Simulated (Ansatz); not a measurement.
Computed with Ansatz 0.2.0, DFT PBE, scalar-relativistic, plane waves, PAW. Settings: cutoff 420 eV, Γ-centred meshes spaced at most about 0.3 Å⁻¹ (2π included), Gaussian smearing. No spin polarisation in the final relaxations.

Temperature and zero-point effects are left out. All come from trial cells, and lower structures may exist.

**Question.** Order these relaxed structures of LiCl by energy, lowest first, with the energy over the lowest of them.
A.

```
Li Cl
1.0
     5.40186    3.11877    1.23649
    -5.40186    3.11877    1.23649
     0.00000   -6.23753    1.23649
Li Cl
3 3
Direct
  0.79913 0.18647 0.79913
  0.18647 0.79913 0.79913
  0.79913 0.79913 0.18647
  0.19294 0.19294 0.82937
  0.82937 0.19294 0.19294
  0.19294 0.82937 0.19294
```

B.

```
Li Cl
1.0
     6.65314    0.00000    0.00000
     0.00000    6.65314    0.00000
     0.00000    0.00000    3.94984
Li Cl
4 4
Direct
  0.67090 0.67090 0.00000
  0.82910 0.17090 0.50000
  0.32910 0.32910 0.00000
  0.17090 0.82910 0.50000
  0.80979 0.80979 0.50000
  0.69021 0.30979 0.00000
  0.19021 0.19021 0.50000
  0.30979 0.69021 0.00000
```

**Answer.** B (0 meV/atom), A (36 meV/atom). Forms: B P4_2/mnm; A R3m. Counting Cl atoms around Li (those within 1.25 times the shortest such distance or 1.15 times the sum of covalent radii): B has Li 4; A has Li 4.

The part of the Crystallography Open Database at hand lists LiCl in space group No. 225, which no cell shown has. Some types were kept out of the candidates beforehand, so the set may lack a known form.
